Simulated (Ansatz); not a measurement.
## Cubic perovskite LaAlO3 (cubic high-temperature phase)

The numbers are results of PBE (PAW; Ansatz, a quantum-chemistry and plane-wave program), not measurements.

Run with plane-wave cutoff 520 eV, 10×10×10 k mesh, Fermi–Dirac smearing 0.01 eV, scalar-relativistic PAW data made under PBE.

Cell: measured lattice: a = b = c = 3.8100 Å, α = β = γ = 90.00°.

```yaml
band_gap: 3.50 eV
smallest_direct_gap_on_the_k_points_sampled: 3.63 eV
```

Note: held by symmetry at 0 K, a high-temperature phase can be a saddle point; cell and atoms aren't relaxed at this level (pressure 0.4 GPa).

Spin–orbit coupling is not included.

Computed values are for the static lattice.

The result took roughly 5 core-seconds.
